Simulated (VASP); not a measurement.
Input of a VASP 6.6.1 run:

The input INCAR:

```
PREC = Accurate
ENCUT = 600
EDIFF = 1E-6
ISMEAR = 0
SIGMA = 0.03
LREAL = False
LASPH = True
NELM = 80
ALGO = Normal
ISIF = 3
LWAVE = False
LCHARG = False
GGA = PS
IBRION = 2
NSW = 90
EDIFFG = -0.01
KPAR = 4
```

The input KPOINTS:

```
regular mesh
0
Gamma
  10 10 10
```

The input POSCAR:

```
BAs
1.0
    0.0000000000      2.3885000000      2.3885000000
    2.3885000000      0.0000000000      2.3885000000
    2.3885000000      2.3885000000      0.0000000000
B As
1 1
Direct
    0.0000000000      0.0000000000      0.0000000000
    0.2500000000      0.2500000000      0.2500000000
```

Potentials or basis: VASP PAW PBE potentials, release 64 (B, As).

Command:

```bash
$ cat potpaw_PBE.64/B/POTCAR potpaw_PBE.64/As/POTCAR > POTCAR
$ mpirun -np 4 vasp_std > vasp.out
```

Problem. Predict the band gap on the k mesh.

Solution. 1.08 eV, indirect (least direct gap 3.24 eV).

Final structure:
```
CELL_PARAMETERS angstrom
0.00000 2.38850 2.38850
2.38850 0.00000 2.38850
2.38850 2.38850 0.00000
ATOMIC_POSITIONS crystal
B 0.00000 0.00000 0.00000
As 0.25000 0.25000 0.25000
```

Caveat: the relaxation stopped at its first step, so nothing moved. A k mesh can miss the band edges.
